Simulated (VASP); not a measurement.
A run of VASP 6.6.1 is set up as follows.

POSCAR

```
H
1.0
    6.4150690000      0.0000000000      0.0000000000
    0.0000000000      6.4150690000      0.0000000000
    0.0000000000      0.0000000000      6.4150690000
H
16
Direct
    0.3344780859      0.3108306395      0.5254503108
    0.2586254333      0.2416653663      0.4708600952
    0.1175045818      0.8649322400      0.7895004715
    0.0684482115      0.9267086605      0.6982933465
    0.5954573521      0.8691566685      0.6794003307
    0.5697522505      0.9788515135      0.6700941175
    0.5200567601      0.6694238207      0.1179410541
    0.4333546529      0.6589796618      0.1959448916
    0.4185925358      0.0892118230      0.0945586088
    0.5302047414      0.1054392400      0.1140907448
    0.9114165413      0.6211001004      0.2655154606
    0.9960454050      0.5531663027      0.2872455464
    0.9053994587      0.1002015723      0.2974247042
    0.9629982156      0.0589705271      0.3900035993
    0.6043894462      0.4765186470      0.8109655563
    0.5819890636      0.3867144687      0.8796787688
```

File INCAR.step1:

```
SYSTEM = H
ALGO     = Normal         ! electronic algorithm
EDIFF    = 1E-4           ! SCF threshold, eV
ENCUT    = 520            ! plane-wave cutoff, eV
GGA      = PE             ! functional
ISMEAR   = -1             ! smearing method
LASPH    = .True.         ! aspherical terms in the spheres
LCHARG   = .False.        ! write CHGCAR
LREAL    = Auto         
LWAVE    = .True.         ! write WAVECAR
NBANDS   = 22             ! bands
NELM     = 100            ! most SCF steps
PREC     = Accurate       ! precision mode
SIGMA    = 0.02           ! smearing width, eV
```

The input INCAR.step2:

```
SYSTEM = H
ALGO     = Normal         ! electronic algorithm
EDIFF    = 1E-6           ! SCF threshold, eV
ENCUT    = 520            ! plane-wave cutoff, eV
ISIF     = 2              ! what is computed and relaxed
ISMEAR   = -1             ! smearing method
ISTART   = 1            
IVDW     = 12             ! dispersion correction
LASPH    = .True.         ! aspherical terms in the spheres
LCHARG   = .True.         ! write CHGCAR
LELF     = .True.         ! ELF
LMIXTAU  = .True.       
LREAL    = Auto         
LVHAR    = .True.       
LWAVE    = .False.        ! write WAVECAR
METAGGA  = R2SCAN         ! meta-GGA
NBANDS   = 22             ! bands
NELM     = 100            ! most SCF steps
PREC     = Accurate       ! precision mode
SIGMA    = 0.02           ! smearing width, eV
VDW_A1   = 0.49484001   
VDW_A2   = 5.73083694   
VDW_S6   = 1.0          
VDW_S8   = 0.78981345
```

Contents of KPOINTS:

```
k-points
0
Gamma
  1 1 1
  0 0 0
```

Potentials or basis: VASP PAW PBE potentials, release 64 (H).

Launch:

```bash
$ cat potpaw_PBE.64/H/POTCAR > POTCAR
$ cp INCAR.step1 INCAR
$ mpirun -np 1 vasp_gam > vasp.out
$ cp INCAR.step2 INCAR
$ mpirun -np 1 vasp_gam > vasp.out
```

Task: Estimate the largest force.

Result: 1.206 eV/Å.

Task: Estimate the dispersion energy per atom.

Result: -0.007 eV.

Task: Predict the band gap on the k mesh.

Result: 10.40 eV, direct.

Forces in eV/Å, atoms in the order of the input:
```
H   -0.108 -0.080 -0.063
H    0.132  0.131  0.082
H   -0.434  0.534 -0.804
H    0.449 -0.569  0.860
H    0.140 -0.524  0.022
H   -0.122  0.517 -0.069
H   -0.363 -0.028  0.317
H    0.314  0.062 -0.246
H   -0.199 -0.012 -0.050
H    0.185  0.038  0.038
H   -0.910  0.723 -0.234
H    0.917 -0.744  0.244
H    0.129 -0.101  0.225
H   -0.188  0.097 -0.250
H    0.048 -0.016 -0.059
H    0.010 -0.030 -0.014
```

Caveat: the PAW data sets were made with another functional, which shifts forces and pressure a little. r2SCAN opens gaps a little over a GGA but as a rule still falls short of measured ones.
